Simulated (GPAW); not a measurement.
## AlN: single point with LDA

**Experimental background.**

“Self-assembly of well-separated AlN nanowires directly on sputtered metallic TiN films”, 2019, arxiv:1910.07391 quotes, for a bulk crystal of AlN at 10 K: band gap 6.034 eV (an exciton energy, a little under the gap).

AlN:

```
Al N
1.0
     3.11300    0.00000    0.00000
    -1.55650    2.69594    0.00000
     0.00000    0.00000    4.98100
Al N
2 2
Direct
  0.66667 0.33333 0.50000
  0.33333 0.66667 0.00000
  0.66667 0.33333 0.88000
  0.33333 0.66667 0.38000
```

```json
{"Program": "GPAW 26.7.0", "Task": "single point", "Functional": "LDA", "Potentials or basis": "the program's PAW data sets (release 1.2.1) made for this functional", "Cutoff": "600 eV", "Basis": "pw", "k mesh": "8 × 8 × 5", "Occupations": "fermi-dirac, width 0.05 eV", "Spin": "no spin polarisation"}
```

```
Pressure               : -10.6 GPa
Largest force          : 0.120 eV/Å
Band gap on the k mesh : 4.25 eV, direct
```

Forces on the atoms (eV/Å):
```
Al   0.000  0.000 -0.120
Al   0.000  0.000 -0.119
N    0.000  0.000  0.119
N    0.000  0.000  0.119
```

Stress tensor (GPa, compression positive):
```
-11.20   0.00   0.00
  0.00 -11.20   0.00
  0.00   0.00  -9.53
```

Levels at points of the mesh, in eV from the valence-band top:
| k point | band 5 | band 6 | band 7 | band 8 | band 9 | band 10 | band 11 | band 12 |
| --- | --- | --- | --- | --- | --- | --- | --- | --- |
| (0.00, 0.00, 0.00) | -0.84 | -0.18 | -0.18 | 0.00 | 4.25 | 6.55 | 10.51 | 10.97 |
| (0.50, 0.50, 0.00) | -3.37 | -2.09 | -1.80 | -0.67 | 5.67 | 5.69 | 8.11 | 10.18 |

Run time: 19 s on 1 thread of Arm Neoverse V1, on a shared host, peak memory 0.16 GiB.

A measured gap of AlN is 6.034 eV (an exciton energy, a little under the gap; 10 K; quoted in “Self-assembly of well-separated AlN nanowires directly on sputtered metallic TiN films”, 2019, arxiv:1910.07391); the calculated 4.25 eV misses it by -1.79 eV. 2 values of this kind are on record (6.034 to 6.0343 eV); this one was drawn at random. The value is that of LDA, without temperature or zero-point motion. Semilocal functionals fall short of measured gaps as a rule.

Caveat: the cutoff is short for stress and forces, so pressures can be off by a GPa or more.
